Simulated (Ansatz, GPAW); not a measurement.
# C2 in line between two In chains: relaxation, then transmission at several levels, part 2 of 3

How well does C2 in line between two In chains conduct once its atoms have relaxed, and how much do cheaper levels lose?

GPAW 26.7.0 and Ansatz 0.2.0; Ansatz plane waves; relaxation of the junction with the lead ends held (the session's first sound run).

So far, transmission at the Fermi level (one spin): step 3 (plane-wave reference (PBE)) 0.226. Also open channels of the lead at the Fermi level (one spin): step 3 3.

### Step 4. GPAW, dzp

Localised orbitals split the wire into layers that couple to their neighbours alone, which is what the Green's function method needs; double zeta with polarisation is the usual level for numbers.

This step: GPAW LCAO, PAW setups; Landauer transmission from Green's functions with principal layers (ASE), zero bias (GPAW 26.7.0).

run.py

```python
import json
import numpy as np
from ase import Atoms
from ase.transport.calculators import TransportCalculator
from gpaw import GPAW, FermiDirac
from gpaw.lcao.tools import get_lcao_hamiltonian
from scipy.linalg import eigh

# The junction with lead layers at both ends, along the third cell vector
device = Atoms(
    ['In', 'In', 'In', 'In', 'In', 'In', 'C', 'C', 'In', 'In', 'In', 'In', 'In', 'In'],
    positions=[
        [4.50000, 4.50000, 1.47500],
        [4.50000, 4.50000, 4.42500],
        [4.50000, 4.50000, 7.37500],
        [4.50000, 4.50000, 10.32500],
        [5.55227, 4.26173, 13.26338],
        [4.12342, 4.53963, 16.12136],
        [4.57612, 4.43397, 18.26804],
        [4.55661, 4.41521, 19.51722],
        [4.69539, 4.84083, 21.66669],
        [4.21859, 3.45903, 24.51906],
        [4.50000, 4.50000, 27.45640],
        [4.50000, 4.50000, 30.40640],
        [4.50000, 4.50000, 33.35640],
        [4.50000, 4.50000, 36.30640]],
    cell=[[9.0, 0.0, 0.0], [0.0, 9.0, 0.0], [0.0, 0.0, 37.7814]],
    pbc=True)

# One principal layer of the lead: the first 3 atoms of the device
lead = Atoms(
    ['In', 'In', 'In'],
    positions=[
        [4.50000, 4.50000, 1.47500],
        [4.50000, 4.50000, 4.42500],
        [4.50000, 4.50000, 7.37500]],
    cell=[[9.0, 0.0, 0.0], [0.0, 9.0, 0.0], [0.0, 0.0, 8.85]],
    pbc=True)

settings = dict(mode='lcao', basis='dzp', xc='PBE', h=0.2,
                occupations=FermiDirac(0.1), maxiter=250,
                mixer=dict(beta=0.1, nmaxold=8, weight=100.0),
                convergence=dict(density=0.0001))
energies = np.arange(-2, 2 + 1e-9, 0.025)
eta = 0.0001
n1, n2 = 1, 1
# k and -k transmit alike, so half of the mesh across the current serves
mesh = [(i, j) for i in range(n1) for j in range(n2) if (i, j) <= (-i % n1, -j % n2)]
weights = np.array([1 if (i, j) == (-i % n1, -j % n2) else 2 for i, j in mesh]) / (n1 * n2)


def ground_state(atoms, size, txt):
    atoms.calc = GPAW(kpts={'size': size, 'gamma': True}, symmetry={'tolerance': 1e-3}, txt=txt, **settings)
    atoms.get_potential_energy()
    return atoms.calc.get_fermi_level()


def blocks(atoms, fermi, points, nz, cells):
    """H - E_F S and S between cell 0 and the cells above it, at each point across the current."""
    kz = np.arange(nz) / nz
    calc = atoms.calc.fixed_density(kpts=[(*k, z) for k in points for z in kz], symmetry='off', txt=None)
    H, S = get_lcao_hamiltonian(calc)
    H = (H - fermi * S).reshape(len(H), len(points), nz, *S.shape[1:])
    S = S.reshape(H.shape[1:])
    phases = [np.exp(-2j * np.pi * kz * R) / nz for R in cells]
    return [(np.einsum('skzij,z->ksij', H, p), np.einsum('kzij,z->kij', S, p)) for p in phases]


def pair(a, b):
    return np.block([[a, b], [b.T.conj(), a]])


def count_channels(h, s, cells, nk=240):
    """Half the number of times that the lead's bands cross each energy, unfolded to its shortest repeat."""
    b = len(h) // cells
    bands = []
    for k in (np.arange(nk + 1) + 0.5) / nk:
        hk, sk = h[:b, :b].copy(), s[:b, :b].copy()
        for R in range(1, cells):
            phase, block = np.exp(2j * np.pi * k * R), slice(R * b, (R + 1) * b)
            hk += h[:b, block] * phase + (h[:b, block] * phase).T.conj()
            sk += s[:b, block] * phase + (s[:b, block] * phase).T.conj()
        w, u = eigh(sk)
        x = u[:, w > 1e-5] / w[w > 1e-5]**0.5  # drop near-dependent combinations
        bands.append(np.r_[eigh(x.T.conj() @ hk @ x, eigvals_only=True), [1e9] * (w <= 1e-5).sum()])
    below = np.array(bands)[:, :, None] < energies
    return (below[1:] != below[:-1]).sum((0, 1)) / 2


fermi_lead = ground_state(lead, (1, 1, 13), 'lead.txt')
fermi_device = ground_state(device, (1, 1, 2), 'device.txt')
T, channels, eigen, tail, misfit, shifts = [], [], [], 0.0, 0.0, []
for first in range(0, len(mesh), 566):
    points = [(i / n1, j / n2) for i, j in mesh[first:first + 566]]
    (H0k, S0k), (H1k, S1k), (H2k, _) = blocks(lead, fermi_lead, points, 5, range(3))
    [(Hk, Sk)] = blocks(device, fermi_device, points, 2, [0])
    tail = max(tail, abs(H2k).max())
    for H0, S0, H1, S1, H, S in zip(H0k, S0k, H1k, S1k, Hk, Sk):
        n = len(S0)
        # Shift the lead onto the potential of the device's first layer
        shift = ((H[:, 0, 0] - H0[:, 0, 0]) / S0[0, 0]).real.mean()
        shifts.append(shift)
        misfit = max(misfit, abs(H[:, :n, :n] - H0 - shift * S0).max())
        Tk, Ck, Ek = [], [], []
        for s in range(len(H)):
            t = s % len(H0)  # a lead without moments serves both spins
            h1, s1 = pair(H0[t] + shift * S0, H1[t] + shift * S1), pair(S0, S1)
            leads = dict(h1=h1, s1=s1, energies=energies, eta=eta, eta1=eta, eta2=eta)
            calc = TransportCalculator(h=H[s], s=S, eigenchannels=3, **leads)
            Tk.append(calc.get_transmission())
            Ek.append(np.sort(calc.eigenchannels_ne, axis=0)[::-1])
            Ck.append(count_channels(h1, s1, 6))
        T.append(Tk)
        channels.append(Ck)
        eigen.append(Ek)
T, channels = np.array(T), np.array(channels)
mean, open_channels = np.einsum('kse,k->se', T, weights), np.einsum('kse,k->se', channels, weights)

print(f'basis functions: device {len(S)}, principal layer {n}')
print(f'Fermi level: lead {fermi_lead:.4f} eV, device {fermi_device:.4f} eV; lead shifted by {np.mean(shifts):.4f} eV')
print(f'largest coupling past the next layer {tail:.2e} eV, largest misfit of the first layer {misfit:.3f} eV')
print('  E-E_F (eV)   ' + 'T (one spin)  channels')
for e, t, c in zip(energies, mean.T, open_channels.T):
    print(f'{e:10.3f}  ', *[f'{x:11.4e}' for x in t], *[f'{x:9.4f}' for x in c])

kT = 8.617333e-5 * 300
fine = np.linspace(energies[0], energies[-1], 4001)
both = np.exp(np.interp(fine, energies, np.log(np.maximum(mean.sum(0) * 2 / len(mean), 1e-30))))
fermi = lambda mu: 1 / (1 + np.exp(np.clip((fine - mu) / kT, -200, 200)))
slope = fermi(0) * (1 - fermi(0)) / kT
G = np.trapezoid(both * slope, fine) / 2
seebeck = -np.trapezoid(both * slope * fine, fine) / (2 * G * 300) * 1e6
print(f'conductance at 300 K: {G:.5g} G0 a cell; thermopower {seebeck:.4g} uV/K')
bias = [0.1, 0.2, 0.5, 1.0, 1.5, 2.0]
current = [38.74 * np.trapezoid(both * (fermi(V / 2) - fermi(-V / 2)), fine) for V in bias]
for V, I in zip(bias, current):
    print(f'current from the zero-bias T(E) at {V} V: {I:.5g} uA')
zero = abs(energies).argmin()
json.dump(dict(energies=energies.tolist(), T=mean.tolist(), channels=open_channels.tolist(), G=G, seebeck=seebeck,
               bias=bias, current=current, tail=tail, misfit=misfit, shift=np.mean(shifts), n_device=len(S), n_lead=n,
               fermi=[fermi_lead, fermi_device], energy=device.get_potential_energy(),
               moments=device.get_magnetic_moments().tolist(), mesh=mesh, weights=weights.tolist(),
               T_k=T[:, :, zero].tolist(), eigen=np.array(eigen[0]).tolist()), open('result.json', 'w'))
```

Command:

```sh
$ OMP_NUM_THREADS=1 OPENBLAS_NUM_THREADS=1 python run.py
```

It took 86 s on 1 thread of Arm Neoverse V1, shared host; peak memory 1.3 GiB.

This step gave:

| Item | Value |
| --- | --- |
| conductance | 0.2525 G₀ |
| largest coupling past the next principal layer | 1.88e-6 eV |
| largest misfit of the first principal layer | 0.07472 eV |
| shift that aligns the lead | -0.002647 eV |
| basis functions of the junction | 302 |
| basis functions of a principal layer | 69 |
| transmission at the Fermi level (one spin) | 0.2576 |

One spin. The transmission, zone mean by energy, zero at the Fermi level:

energy (eV), transmission, zone mean and a bar:
```
   -2.000       0.28 ######
   -1.900       0.00 
   -1.800       0.00 
   -1.700       0.00 
   -1.600       0.00 
   -1.500       0.00 
   -1.400       0.00 
   -1.300       0.00 
   -1.200       0.01 
   -1.100       0.01 
   -1.000       0.01 
   -0.900       0.01 
   -0.800       0.00 
   -0.700       0.00 
   -0.600       0.00 
   -0.500       0.00 
   -0.400       0.00 
   -0.300       0.00 
   -0.200       0.00 
   -0.100       0.13 ###
    0.000       0.26 #####
    0.100       0.35 #######
    0.200       0.45 #########
    0.300       0.59 ############
    0.400       0.75 ###############
    0.500       0.89 ##################
    0.600       1.02 ####################
    0.700       1.12 #######################
    0.800       1.22 #########################
    0.900       1.32 ##########################
    1.000       1.40 ############################
    1.100       1.45 #############################
    1.200       1.48 ##############################
    1.300       1.49 ##############################
    1.400       1.49 ##############################
    1.450       1.50 ##############################
    1.500       1.49 ##############################
    1.600       1.47 ##############################
    1.700       1.41 ############################
    1.800       1.27 ##########################
    1.900       1.07 #####################
    2.000       0.84 #################
```

Crossings of the lead's bands, unfolded to its shortest repeat. The open channels, zone mean by energy, zero at the Fermi level:

energy (eV), open channels, zone mean and a bar:
```
   -2.000       1.00 ##########
   -1.900       0.00 
   -1.800       0.00 
   -1.700       0.00 
   -1.600       0.00 
   -1.500       0.00 
   -1.400       0.00 
   -1.300       0.00 
   -1.200       1.00 ##########
   -1.100       1.00 ##########
   -1.000       1.00 ##########
   -0.900       1.00 ##########
   -0.800       1.00 ##########
   -0.700       1.00 ##########
   -0.600       1.00 ##########
   -0.500       1.00 ##########
   -0.400       1.00 ##########
   -0.300       1.00 ##########
   -0.200       1.00 ##########
   -0.100       3.00 ##############################
    0.000       3.00 ##############################
    0.100       3.00 ##############################
    0.200       3.00 ##############################
    0.300       3.00 ##############################
    0.400       3.00 ##############################
    0.500       3.00 ##############################
    0.600       3.00 ##############################
    0.700       3.00 ##############################
    0.800       3.00 ##############################
    0.900       3.00 ##############################
    1.000       3.00 ##############################
    1.100       3.00 ##############################
    1.200       3.00 ##############################
    1.300       3.00 ##############################
    1.400       3.00 ##############################
    1.500       3.00 ##############################
    1.600       3.00 ##############################
    1.700       3.00 ##############################
    1.800       3.00 ##############################
    1.900       3.00 ##############################
    2.000       3.00 ##############################
```

Not self-consistent under bias; the bias window is split evenly. The current through one cell, from the zero-bias transmission by bias:

```csv
bias (V),"current through one cell, from the zero-bias transmission (μA)"
0.100,1.94
0.200,3.82
0.500,9.31
1.000,23.1
1.500,43.3
2.000,68.4
```

Transmission of the three most open eigenchannels against energy, zero at the Fermi level:

```csv
energy (eV),channel 1,channel 2,channel 3
-2.000,0.278,0,0
-1.900,6.3e-8,0,0
-1.800,1.3e-7,0,0
-1.700,1.3e-8,0,0
-1.600,1.4e-9,0,0
-1.500,6.3e-10,0,0
-1.400,7.1e-10,0,0
-1.300,5.5e-9,0,0
-1.200,0.00800,0,0
-1.100,0.00941,0,0
-1.000,0.00754,0,0
-0.900,0.00529,0,0
-0.800,0.00345,0,0
-0.700,0.00210,0,0
-0.600,0.00119,0,0
-0.500,6.1e-4,0,0
-0.400,2.6e-4,0,0
-0.300,7.1e-5,1.3e-11,0
-0.200,8.7e-6,8.0e-7,2.9e-11
-0.100,0.0751,0.0501,6.5e-4
0.000,0.153,0.104,0.00144
0.100,0.200,0.146,0.00212
0.200,0.251,0.197,0.00284
0.300,0.318,0.263,0.00375
0.400,0.399,0.343,0.00496
0.500,0.469,0.418,0.00671
0.600,0.525,0.483,0.00920
0.700,0.571,0.540,0.0127
0.800,0.613,0.594,0.0173
0.900,0.654,0.642,0.0230
1.000,0.689,0.679,0.0294
1.100,0.715,0.700,0.0357
1.200,0.733,0.706,0.0404
1.300,0.746,0.702,0.0425
1.400,0.760,0.693,0.0419
1.500,0.773,0.681,0.0389
1.600,0.777,0.662,0.0345
1.700,0.758,0.622,0.0297
1.800,0.700,0.549,0.0250
1.900,0.605,0.446,0.0206
2.000,0.488,0.333,0.0169
```

At the Fermi level T is 0.258 against 0.226 in plane waves. Couplings past the next layer reach 1.9e-6 eV, small enough to drop; the matrix elements of the cell's first layer differ from the bulk lead's by up to 0.075 eV. That layer keeps its own values in the calculation, and only beyond it is the lead taken as perfect. The Fermi levels of lead and junction count from different zeros of potential, one for each periodic cell; with both set to zero, the small remaining shift is what aligns them. By hand: G = 0.2525 × 77.48 μS = 19.6 μS, a resistance of 51.1 kΩ; at 0.1 V a linear junction would pass 1.96 μA, and the integral over the bias window gives 1.94 μA.

### Step 5. GPAW, szp: basis = "szp(dzp)"

One radial function a shell plus polarisation makes the matrices smaller; the question is what that costs.

Changes to run.py since step 4:

```diff
@@ -39,3 +39,3 @@
 
-settings = dict(mode='lcao', basis='dzp', xc='PBE', h=0.2,
+settings = dict(mode='lcao', basis='szp(dzp)', xc='PBE', h=0.2,
                 occupations=FermiDirac(0.1), maxiter=250,
```

It took 70 s on 1 thread; peak memory 1.2 GiB.

Numbers from this step:

| Property | Result |
| --- | --- |
| conductance | 0.2140 G₀ |
| largest coupling past the next principal layer | 1.86e-6 eV |
| largest misfit of the first principal layer | 0.07818 eV |
| shift that aligns the lead | -4.65e-4 eV |
| basis functions of the junction | 186 |
| basis functions of a principal layer | 42 |
| transmission at the Fermi level (one spin) | 0.2182 |

The conductance, 0.214 G₀, lies 15 % below that of the dzp run.

### Step 6. Minimal basis

The minimal basis is the cheapest rung: no second zeta and no polarisation.

Changes to run.py since step 5:

```diff
@@ -39,3 +39,3 @@
 
-settings = dict(mode='lcao', basis='szp(dzp)', xc='PBE', h=0.2,
+settings = dict(mode='lcao', basis='sz(dzp)', xc='PBE', h=0.2,
                 occupations=FermiDirac(0.1), maxiter=250,
```

Elapsed: 42 s, on 1 thread; peak memory 1.1 GiB.

Numbers from this step:

```yaml
conductance: 0.1977 G₀
largest_coupling_past_the_next_principal_layer: 1.93e-6 eV
largest_misfit_of_the_first_principal_layer: 0.07377 eV
shift_that_aligns_the_lead: -1.05e-4 eV
basis_functions_of_the_junction: 116
basis_functions_of_a_principal_layer: 27
transmission_at_the_fermi_level_one_spin: 0.1997
```

One spin. The transmission, zone mean by energy, zero at the Fermi level:

energy (eV), transmission, zone mean and a bar:
```
   -2.000       0.89 ##################
   -1.900       0.62 #############
   -1.800       0.00 
   -1.700       0.00 
   -1.600       0.00 
   -1.500       0.00 
   -1.400       0.00 
   -1.300       0.00 
   -1.200       0.00 
   -1.100       0.01 
   -1.000       0.01 
   -0.900       0.01 
   -0.800       0.00 
   -0.700       0.00 
   -0.600       0.00 
   -0.500       0.00 
   -0.400       0.00 
   -0.300       0.00 
   -0.200       0.00 
   -0.100       0.11 ##
    0.000       0.20 ####
    0.100       0.27 ######
    0.200       0.36 #######
    0.300       0.47 ##########
    0.400       0.61 ############
    0.500       0.75 ###############
    0.600       0.87 ##################
    0.700       0.97 ####################
    0.800       1.07 ######################
    0.900       1.16 ########################
    1.000       1.26 ##########################
    1.100       1.34 ###########################
    1.200       1.40 #############################
    1.300       1.43 #############################
    1.400       1.46 ##############################
    1.500       1.46 ##############################
    1.600       1.46 ##############################
    1.700       1.42 #############################
    1.800       1.33 ###########################
    1.900       1.17 ########################
    2.000       0.96 ####################
```

The conductance, 0.198 G₀, lies 22 % below that of the dzp run.

### Step 7. RPBE in the dzp basis: xc = "RPBE"

Back in the dzp basis, the functional changes from PBE to RPBE, to set the spread between functionals beside that between bases.

Changes to run.py since step 6:

```diff
@@ -39,3 +39,3 @@
 
-settings = dict(mode='lcao', basis='sz(dzp)', xc='PBE', h=0.2,
+settings = dict(mode='lcao', basis='dzp', xc='RPBE', h=0.2,
                 occupations=FermiDirac(0.1), maxiter=250,
```

It took 94 s on 1 thread; peak memory 1.2 GiB.

This step gave:

* conductance: 0.2400 G₀
* largest coupling past the next principal layer: 1.88e-6 eV
* largest misfit of the first principal layer: 0.07100 eV
* shift that aligns the lead: -0.002990 eV
* basis functions of the junction: 302
* basis functions of a principal layer: 69
* transmission at the Fermi level (one spin): 0.2445

One spin. Transmission, zone mean against energy, zero at the Fermi level:

```csv
energy (eV),"transmission, zone mean"
-2.000,0.481
-1.900,1.9e-7
-1.800,1.8e-7
-1.700,1.9e-8
-1.600,1.9e-9
-1.500,7.9e-10
-1.400,9.1e-10
-1.300,1.2e-8
-1.200,0.00933
-1.100,0.0101
-1.000,0.00789
-0.900,0.00546
-0.800,0.00352
-0.700,0.00213
-0.600,0.00120
-0.500,6.1e-4
-0.400,2.6e-4
-0.300,7.3e-5
-0.200,1.0e-5
-0.100,0.122
0.000,0.245
0.100,0.330
0.200,0.432
0.300,0.569
0.400,0.730
0.500,0.875
0.600,0.997
0.700,1.10
0.800,1.20
0.900,1.30
1.000,1.38
1.100,1.43
1.200,1.46
1.300,1.47
1.375,1.47
1.400,1.47
1.500,1.47
1.600,1.45
1.700,1.38
1.800,1.24
1.900,1.04
2.000,0.811
```

The conductance, 0.240 G₀, lies 4.9 % below that of the dzp run.

### Step 8. Without the relaxation: geometry = "as built"

The dzp basis with PBE on the structure as first built shows what the relaxation was worth.

Changes to run.py since step 7:

```diff
@@ -16,8 +16,8 @@
         [4.50000, 4.50000, 10.32500],
-        [5.55227, 4.26173, 13.26338],
-        [4.12342, 4.53963, 16.12136],
-        [4.57612, 4.43397, 18.26804],
-        [4.55661, 4.41521, 19.51722],
-        [4.69539, 4.84083, 21.66669],
-        [4.21859, 3.45903, 24.51906],
+        [4.50000, 4.50000, 13.27500],
+        [4.50000, 4.50000, 16.22500],
+        [4.50000, 4.50000, 18.27070],
+        [4.50000, 4.50000, 19.51070],
+        [4.50000, 4.50000, 21.55640],
+        [4.50000, 4.50000, 24.50640],
         [4.50000, 4.50000, 27.45640],
@@ -39,3 +39,3 @@
 
-settings = dict(mode='lcao', basis='dzp', xc='RPBE', h=0.2,
+settings = dict(mode='lcao', basis='dzp', xc='PBE', h=0.2,
                 occupations=FermiDirac(0.1), maxiter=250,
```

The job ended after 69 s (1 thread; peak memory 1.3 GiB).

Numbers from this step:

* conductance: 1.452 G₀
* largest misfit of the first principal layer: 0.05472 eV
* shift that aligns the lead: 0.01743 eV
* transmission at the Fermi level (one spin): 1.489

One spin. The transmission, zone mean by energy, zero at the Fermi level:

```csv
energy (eV),"transmission, zone mean"
-2.000,0.0428
-1.900,1.8e-7
-1.800,7.4e-6
-1.700,3.0e-7
-1.600,7.3e-7
-1.500,1.9e-8
-1.400,6.9e-9
-1.300,1.1e-8
-1.200,0.0120
-1.100,0.0272
-1.000,0.0368
-0.900,0.0433
-0.800,0.0480
-0.700,0.0515
-0.600,0.0541
-0.500,0.0561
-0.400,0.0575
-0.300,0.0585
-0.200,0.0591
-0.150,1.59
-0.100,1.07
0.000,1.49
0.100,1.63
0.200,1.60
0.300,1.57
0.400,1.59
0.500,1.62
0.600,1.65
0.700,1.67
0.800,1.69
0.900,1.71
1.000,1.74
1.100,1.77
1.200,1.78
1.300,1.79
1.400,1.79
1.500,1.78
1.600,1.77
1.700,1.76
1.800,1.74
1.875,1.83
1.900,1.73
2.000,1.70
```

The conductance, 1.45 G₀, lies a factor of 5.8 above that of the dzp run.

### Step 9. Cost and result by level

Times are wall times on the hardware named with each run. The runs compared:

```csv
no.,run,conductance (G₀),time,memory (GiB)
1,pw PBE,0.2223,85 s,3.6
2,dzp,0.2525,86 s,1.3
3,szp,0.2140,70 s,1.2
4,sz,0.1977,42 s,1.1
5,dzp RPBE,0.2400,94 s,1.2
6,asbuilt,1.452,69 s,1.3
```

(Part 2 of 3 ends here.)

[Logs are printed without paths, hosts, clocks, repeated set-up lines and the standing remarks that a program may print on its own settings, such as how far it seeks lower states.]

[Hosts, paths, dates, database ids (printed as entryN), source tags and the programs' standing remarks are cut or masked in the printed files.]
